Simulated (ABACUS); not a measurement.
# Ge (Fd-3m) in ABACUS: single point with rPW86PBE

Aim: the single point of Ge with rPW86PBE.

Everything below comes from runs of ABACUS 3.10.1. Logs are shortened: lines on timing, memory, paths and dates and some standing lists are left out, and cuts for length are marked.

**Measured values to compare with.**

From “Electronic and optical properties of SixGe1-x-ySny alloys lattice-matched to Ge”, 2021, arxiv:2109.02782, for a bulk crystal of Ge at 300 K: band gap 0.807 eV (direct).

How close the calculation comes is told below.

## (1) The structure

The structure is cubic, space group Fd-3m (No. 227). Conventional cell: a = 5.658 Å, b = 5.658 Å, c = 5.658 Å, α = 90.00°, β = 90.00°, γ = 90.00°. Around Ge (site symmetry -43m) lie 4 Ge at 2.45 Å.

## (2) Single point, rPW86PBE

INPUT

```
INPUT_PARAMETERS
suffix              Ge
calculation         scf
basis_type          pw
pseudo_dir          ./
symmetry            1
dft_functional      GGA_X_RPW86+GGA_C_PBE
ecutwfc             79
pseudo_rcut         10
nspin               1
nbands              24
ks_solver           dav
smearing_method     fd
smearing_sigma      0.00367493
scf_thr             1e-08
scf_nmax            100
mixing_type         broyden
mixing_beta         0.7
cal_force           1
cal_stress          1
out_chg             1
out_pot             2
out_elf             1
```

STRU

```
ATOMIC_SPECIES
Ge 72.6300 Ge.upf

LATTICE_CONSTANT
7.5601949712

LATTICE_VECTORS
0.0000000000 0.7071067812 0.7071067812
0.7071067812 0.0000000000 0.7071067812
0.7071067812 0.7071067812 0.0000000000

ATOMIC_POSITIONS
Cartesian

Ge
0.0
2
1.0606601718 1.0606601718 1.0606601718 1 1 1
0.7071067812 0.7071067812 0.7071067812 1 1 1
```

KPT

```
K_POINTS
0
Gamma
6 6 6 0 0 0
```

Potentials or basis: Ansatz NC PBE, plane waves.

On the command line:

```console
OMP_NUM_THREADS=1 mpirun -np 4 abacus > log
```

running log:

```text
[... set-up lines left out ...]
 PW ALGORITHM --------------- ION=   1  ELEC=   1--------------------------------
 Notice: Threshold on eigenvalues was too large.
 hsover_error=0.28 > DRHO=0.0404961
 Origin diag ethr = 0.01
 New diag ethr = 0.000144629

 Density error is 0.0409487479981
                          Error Threshold = 0.000144628845576
----------------------------------------------------------
     Energy           Rydberg                 eV
----------------------------------------------------------
 E_KohnSham     -357.9353771668      -4869.9606452480
 E_Harris       -356.9015984330      -4855.8953639962
 E_Fermi        0.6770260706         9.2114122543
----------------------------------------------------------

 PW ALGORITHM --------------- ION=   1  ELEC=   2--------------------------------

 Density error is 0.00409055651438
                          Error Threshold = 0.000146245528565
----------------------------------------------------------
     Energy           Rydberg                 eV
----------------------------------------------------------
 E_KohnSham     -357.9358811613      -4869.9675024449
 E_Harris       -357.5462775829      -4864.6666738174
 E_Fermi        0.6969021525         9.4818402222
----------------------------------------------------------

 PW ALGORITHM --------------- ION=   1  ELEC=   3--------------------------------

 Density error is 4.0637294537e-05
                          Error Threshold = 1.46091304085e-05
----------------------------------------------------------
     Energy           Rydberg                 eV
----------------------------------------------------------
 E_KohnSham     -357.9362350492      -4869.9723173369
 E_Harris       -357.9636271429      -4870.3450058911
 E_Fermi        0.7061591385         9.6077879780
----------------------------------------------------------

 PW ALGORITHM --------------- ION=   1  ELEC=   4--------------------------------

 Density error is 1.75062011256e-06
                          Error Threshold = 1.45133194775e-07
----------------------------------------------------------
     Energy           Rydberg                 eV
----------------------------------------------------------
 E_KohnSham     -357.9362421776      -4869.9724143233
 E_Harris       -357.9296487977      -4869.8827067882
 E_Fermi        0.7056957461         9.6014832010
----------------------------------------------------------

 PW ALGORITHM --------------- ION=   1  ELEC=   5--------------------------------

 Density error is 2.25676922875e-08
                          Error Threshold = 6.25221468772e-09
----------------------------------------------------------
     Energy           Rydberg                 eV
----------------------------------------------------------
 E_KohnSham     -357.9362423913      -4869.9724172313
 E_Harris       -357.9357426187      -4869.9656174762
 E_Fermi        0.7057936477         9.6028152213
----------------------------------------------------------

 PW ALGORITHM --------------- ION=   1  ELEC=   6--------------------------------

 Density error is 2.386352589e-09
                          Error Threshold = 8.05989010269e-11
----------------------------------------------------------
     Energy           Rydberg                 eV
----------------------------------------------------------
 E_KohnSham     -357.9362424031      -4869.9724173914
 E_KS(sigma->0) -357.9361859757      -4869.9716496571
 E_Harris       -357.9362430443      -4869.9724261151
 E_band         -19.9480345159       -271.4069333176
 E_one_elec     -183.5185860541      -2496.8984592392
 E_Hartree      111.0990157892       1511.5796569256
 E_xc           -88.0158010872       -1197.5164088211
 E_Ewald        -197.5007581962      -2687.1356707881
 E_entropy(-TS) -0.0001128548        -0.0015354685
 E_descf        0.0000000000         0.0000000000
 E_exx          0.0000000000         0.0000000000
 E_Fermi        0.7058156286         9.6031142867
----------------------------------------------------------

 charge density convergence is achieved
 final etot is -4869.9724174 eV
 EFERMI = 9.6031142867 eV
The vacuum level is 11.262341694 eV

 STATE ENERGY(eV) AND OCCUPATIONS    NSPIN == 1
 1/16 kpoint (Cartesian) = 0.0000 0.0000 0.0000 (925 pws)
       1       -15.2833     0.00925926
       2       -15.2833     0.00925926
       3       -15.2833     0.00925926
       4       -15.2514     0.00925926
       5       -15.2514     0.00925926
       6       -15.0378     0.00925926
       7       -15.0378     0.00925926
       8       -15.0378     0.00925926
       9       -15.0280     0.00925926
      10       -15.0280     0.00925926
      11       -3.19617     0.00925926
      12        9.41932     0.00903055
      13        9.58908     0.00527519
      14        9.58908     0.00527519
      15        9.58908     0.00527519
      16        12.1828    3.63168e-25
      17        12.1828    3.63168e-25
      18        12.1828    3.63168e-25
      19        16.0957    3.73911e-59
      20        19.1847    5.52282e-86
      21        19.1847    5.52282e-86
      22        20.5203        0.00000
      23        20.5203        0.00000
      24        20.5203        0.00000

 2/16 kpoint (Cartesian) = 0.11785 0.11785 0.11785 (917 pws)
       1       -15.2957      0.0740741
       2       -15.2957      0.0740741
       3       -15.2791      0.0740741
       4       -15.2335      0.0740741
       5       -15.2335      0.0740741
       6       -15.0568      0.0740741
       7       -15.0568      0.0740741
       8       -15.0427      0.0740741
       9       -15.0119      0.0740741
      10       -15.0119      0.0740741
      11       -2.86214      0.0740741
      12        6.36950      0.0740741
      13        9.07669      0.0740721
      14        9.07669      0.0740721
      15        10.4863    1.57763e-09
      16        12.8646    3.47616e-30
      17        12.8646    3.47616e-30
      18        13.7173    1.36216e-37
      19        17.4814    2.75351e-70
      20        18.0755    1.90259e-75
      21        18.0755    1.90259e-75
      22        19.7172        0.00000
      23        22.9310        0.00000
      24        22.9310        0.00000

 3/16 kpoint (Cartesian) = 0.23570 0.23570 0.23570 (919 pws)
       1       -15.3058      0.0740741
       2       -15.3058      0.0740741
       3       -15.2706      0.0740741
       4       -15.2146      0.0740741
       5       -15.2146      0.0740741
       6       -15.0719      0.0740741
       7       -15.0719      0.0740741
       8       -15.0529      0.0740741
       9       -15.0007      0.0740741
      10       -15.0007      0.0740741
      11       -1.93835      0.0740741
      12        3.48170      0.0740741
      13        8.43715      0.0740741
      14        8.43715      0.0740741
      15        9.95320    6.73722e-05
      16        13.4170    5.52900e-35
      17        13.4170    5.52900e-35
      18        16.6011    1.21768e-62
      19        17.5430    8.03106e-71
      20        18.6706    1.28933e-80
      21        18.6706    1.28933e-80
      22        22.0128        0.00000
      23        25.4325        0.00000
      24        25.4325        0.00000

 4/16 kpoint (Cartesian) = 0.35355 0.35355 0.35355 (925 pws)
       1       -15.3080      0.0370370
       2       -15.3080      0.0370370
       3       -15.2661      0.0370370
       4       -15.2093      0.0370370
       5       -15.2093      0.0370370
       6       -15.0755      0.0370370
       7       -15.0755      0.0370370
       8       -15.0581      0.0370370
       9       -14.9975      0.0370370
      10       -14.9975      0.0370370
      11       -1.13177      0.0370370
      12        1.99247      0.0370370
      13        8.20002      0.0370370
      14        8.20002      0.0370370
      15        9.72718     0.00285829
      16        13.4033    3.63465e-35
      17        13.4033    3.63465e-35
      18        16.8309    6.14491e-65
      19        20.1627        0.00000
      20        20.5730        0.00000
      21        20.8851        0.00000
      22        20.8851        0.00000
      23        22.1097        0.00000
      24        22.1097        0.00000

 5/16 kpoint (Cartesian) = 0.0000 0.0000 0.23570 (911 pws)
       1       -15.2935      0.0555556
       2       -15.2929      0.0555556
       3       -15.2929      0.0555556
       4       -15.2357      0.0555556
       5       -15.2128      0.0555556
       6       -15.0899      0.0555556
       7       -15.0423      0.0555556
       8       -15.0232      0.0555556
       9       -15.0232      0.0555556
      10       -15.0100      0.0555556
      11       -2.74734      0.0555556
      12        6.33095      0.0555556
      13        8.32543      0.0555556
      14        8.32543      0.0555556
      15        11.2251    4.53579e-16
      16        12.2399    6.95083e-25
      17        14.0041    3.29965e-40
      18        14.0041    3.29965e-40
      19        16.5883    1.18050e-62
      20        18.0585    2.00700e-75
      21        19.6552        0.00000
      22        21.4615        0.00000
      23        21.4615        0.00000
      24        22.3240        0.00000

 6/16 kpoint (Cartesian) = 0.11785 0.11785 0.35355 (912 pws)
       1       -15.3136       0.222222
       2       -15.3034       0.222222
       3       -15.2737       0.222222
       4       -15.2152       0.222222
       5       -15.1874       0.222222
       6       -15.1153       0.222222
       7       -15.0641       0.222222
       8       -15.0377       0.222222
       9       -15.0058       0.222222
      10       -14.9932       0.222222
      11       -1.99728       0.222222
      12        4.12148       0.222222
      13        7.33112       0.222222
      14        7.71835       0.222222
      15        11.3894    6.78571e-17
      16        12.6745    4.67173e-28
      17        14.6036    8.18571e-45
      18        14.8841    2.99437e-47
      19        18.0655    6.97355e-75
      20        19.3937    2.02696e-86
      21        19.9765        0.00000
      22        21.7231        0.00000
      23        24.2259        0.00000
      24        25.4514        0.00000

[... levels at 10 further k points ...]

------------------------------------------------------------------------------------------
 TOTAL-FORCE (eV/Angstrom)
------------------------------------------------------------------------------------------
                       Ge1         0.0000000000         0.0000000000         0.0000000000
                       Ge2         0.0000000000         0.0000000000         0.0000000000
------------------------------------------------------------------------------------------

----------------------------------------------------------------
 TOTAL-STRESS (KBAR)
----------------------------------------------------------------
        62.7150371722        -0.0000000000         0.0000000000
        -0.0000000000        62.7150371722         0.0000000000
        -0.0000000000         0.0000000000        62.7150371722
----------------------------------------------------------------
 TOTAL-PRESSURE: 62.715037 KBAR

 --------------------------------------------
 !FINAL_ETOT_IS -4869.9724173913646155 eV
 --------------------------------------------
```

Run time: 10 s. Hardware: 4 MPI ranks of Intel Xeon Platinum 8259CL at 2.50GHz (Skylake/Cascade Lake), shared host; peak memory 0.24 GiB.

Results:

* Free energy: -4869.9724 eV
* Pressure: 6.3 GPa
* Band gap on the k mesh: none (metal or under the smearing width)

Caveat: the potentials were made for another functional, which shifts forces and pressure; this crystal is a semiconductor, whose small gap the functional closes, so the metal is an error of the method.

## (3) How close it comes

Step 2. Against the measured gap of Ge, 0.807 eV (direct; 300 K; “Electronic and optical properties of SixGe1-x-ySny alloys lattice-matched to Ge”, 2021, arxiv:2109.02782), the calculated 0.00 eV is off by -0.81 eV. 3 values of this kind are on record (0.666 to 0.807 eV); this one was drawn at random among those near their median. Spin-orbit coupling on Ge is left out. The value is that of rPW86PBE on a finite k mesh, which can miss the band edges, without temperature or zero-point motion.
